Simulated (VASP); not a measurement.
C:

```
C
1.0
     1.80324    0.00000    0.00000
     0.00000    1.80324    0.00000
     0.00000    0.00000    1.80324
C
1
Direct
  0.00000 0.00000 0.00000
```

This isn't the form of C at room conditions, which is graphite.

Base run:

* Program: VASP 6.6.1
* Functional: BLYP
* Potentials or basis: VASP PAW PBE potentials, release 64 (C)
* Cutoff: 520 eV
* k mesh: 28 × 28 × 28
* Occupations: fermi-dirac, width 0.1 eV
* Spin: no spin polarisation

Its results: band gap on the k mesh none (metal or under the smearing width); pressure 2.6 GPa.

Problem. The run is repeated on the same cell with these changes: k mesh from 28 × 28 × 28 to 19 × 19 × 19; further incar settings from ALGO = Normal; EDIFF = 1e-06; NBANDS = 8 to ALGO = Fast; EDIFF = 1e-07; NBANDS = 8. What comes out?

Solution. Band gap on the k mesh none (metal or under the smearing width); pressure -0.1 GPa.

Caveats: the PAW data sets were made with another functional, which shifts forces and pressure a little.

Not every run made on this cell is shown here.
